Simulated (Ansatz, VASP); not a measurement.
## Two plane-wave programs on C

```
CELL_PARAMETERS angstrom
2.49958 0.00000 0.00000
-1.24979 2.16470 0.00000
0.00000 0.00000 4.11898
ATOMIC_POSITIONS crystal
C 0.33333 0.66667 0.00009
C 0.66667 0.33333 0.50009
C 0.33333 0.66667 0.37391
C 0.66667 0.33333 0.87391
```

Change from the starting cell: strained cell.

Alike in both runs: task relaxation of the atoms; functional PBEsol; k mesh 9 × 9 × 6; occupations gaussian, width 0.02 eV; no spin polarisation.

```csv
,VASP,Ansatz
version,VASP 6.6.1,Ansatz 0.2.0
potentials or method,"VASP PAW PBE potentials, release 64 (C)","scalar-relativistic, plane waves, PAW"
plane-wave cutoff (eV),520,420
valence electrons in the cell,16,16
```

```csv
,VASP,Ansatz,Ansatz less VASP
"gap on the k mesh at the Fermi level, each at its own relaxed structure (eV)",3.03,3.05,+0.019
```

Ansatz warned: «pseudo_functional_mismatch».

Caveats: an odd mesh through Γ misses points on the zone boundary, where band edges often lie.
